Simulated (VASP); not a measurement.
Input of a VASP 6.6.1 run:

The input INCAR:

```
ALGO = Normal ; EDIFF = 1E-7
EDIFFG = -0.002 ; ENCUT = 520
GGA = PE ; IBRION = 2
ISIF = 3 ; ISMEAR = 0
IVDW = 12 ; LASPH = T
LCHARG = F ; LREAL = F
LWAVE = F ; NELM = 100
NSW = 80 ; PREC = Accurate
PSTRESS = 0.001 ; SIGMA = 0.1
```

The input KPOINTS:

```
k-points
0
Gamma
  16 16 16
```

Contents of POSCAR:

```
CdO                                     
1.0
   -0.0000000000      2.2905730580      2.2905730580
    2.2905730580      0.0000000000      2.2905730580
    2.2905730580      2.2905730580     -0.0000000000
  Cd              O             
     1     1
Direct
     0.0000000000000000    0.0000000000000000    0.0000000000000000
     0.5000000000000000    0.5000000000000000    0.5000000000000000
```

Potentials or basis: VASP PAW PBE potentials, release 64 (Cd, O).

Command:

```console
$ cat potpaw_PBE.64/Cd/POTCAR potpaw_PBE.64/O/POTCAR > POTCAR
$ mpirun -np 1 vasp_std > vasp.out
```

Question: Estimate the relaxed cell.

Answer: a = 3.352 Å, b = 3.352 Å, c = 3.352 Å, α = 60.00°, β = 60.00°, γ = 60.00°.

Question: Estimate the band gap on the k mesh.

Answer: None (metal or under the smearing width).

Question: Estimate the relaxed volume.

Answer: 13.31 Å³/atom.

The path:
| step | energy change (eV) | largest force (eV/Å) | pressure (GPa) | volume (Å³) |
| --- | --- | --- | --- | --- |
| 1 | 0.0000 | 0.0000 | 18.01 | 24.04 |
| 2 | -0.0490 | 0.0000 | -10.19 | 29.05 |
| 3 | -0.1322 | 0.0000 | -0.11 | 26.64 |
| 4 | -0.1322 | 0.0000 | 0.17 | 26.59 |
| 5 | -0.1322 | 0.0000 | 0.18 | 26.59 |
| 6 | -0.1322 | 0.0000 | 0.17 | 26.59 |
| 7 | -0.1322 | 0.0000 | 0.16 | 26.59 |
| 8 | -0.1322 | 0.0000 | 0.16 | 26.59 |
| 9 | -0.1322 | 0.0000 | 0.16 | 26.59 |
| 10 | -0.1322 | 0.0000 | 0.16 | 26.59 |
| 11 | -0.1322 | 0.0000 | 0.16 | 26.59 |
| 12 | -0.1322 | 0.0000 | 0.17 | 26.59 |
| 13 | -0.1322 | 0.0000 | 0.16 | 26.59 |
| 14 | -0.1322 | 0.0000 | 0.14 | 26.60 |
| 15 | -0.1322 | 0.0000 | 0.12 | 26.60 |
| 16 | -0.1322 | 0.0000 | 0.09 | 26.61 |
| 17 | -0.1322 | 0.0000 | 0.01 | 26.62 |

Caveat: the cell is relaxed towards a set pressure, so the enthalpy falls and the energy may rise; pairwise dispersion overbinds metals, which lowers pressure and volume; this crystal is a semiconductor, whose small gap the functional closes, so the metal is an error of the method. Zero-point motion and thermal expansion aren't in these numbers.
